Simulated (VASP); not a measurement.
Set up this calculation in VASP 6.6.1, as the native input.

- Task: Born charges and dielectric tensor
- Functional: LDA
- Potentials or basis: VASP PAW LDA potentials, release 64 (Si)
- Cutoff: 600 eV
- k mesh: 14 × 14 × 14
- Occupations: gaussian, width 0.02 eV
- Spin: no spin polarisation
- Further INCAR settings: ALGO = Fast; EDIFF = 1e-08; IBRION = 8; NSW = 1

The structure of Si lies in POSCAR:

```
Si
1.0
    0.0000000000      2.7015100000      2.7015100000
    2.7015100000      0.0000000000      2.7015100000
    2.7015100000      2.7015100000      0.0000000000
Si
2
Direct
    0.5000000000      0.5000000000      0.5000000000
    0.7500000000      0.7500000000      0.7500000000
```

The input as run:

INCAR

```
PREC = Accurate ; ENCUT = 600
EDIFF = 1E-8 ; ISMEAR = 0
SIGMA = 0.02 ; LREAL = F
LASPH = T ; NELM = 60
ALGO = Fast ; ISIF = 2
LWAVE = F ; LCHARG = F
GGA = CA ; LEPSILON = T
IBRION = 8 ; NSW = 1
```

KPOINTS

```
Automatic mesh
0
Gamma
  14 14 14
```

Potentials or basis: VASP PAW LDA potentials, release 64 (Si).

Launch:

```sh
$ cat potpaw_LDA.64/Si/POTCAR > POTCAR
$ mpirun -np 1 vasp_std > vasp.out
```

It gave:

```json
{
  "Band gap on the k mesh": "0.44 eV, indirect (least direct gap 2.53 eV)",
  "Electronic dielectric tensor (diagonal)": "13.33",
  "Born charges (mean of the diagonal)": "Si +0.00 e",
  "Highest phonon frequency at Γ": "513 cm⁻¹"
}
```

Caveat: the gap is small at this level, which inflates the dielectric constant.

Run time: 5.6 min on 1 thread of Intel(R) Xeon(R) Platinum 8259CL CPU @ 2.50GHz (Skylake/Cascade Lake), on a shared host, peak memory 0.47 GiB.
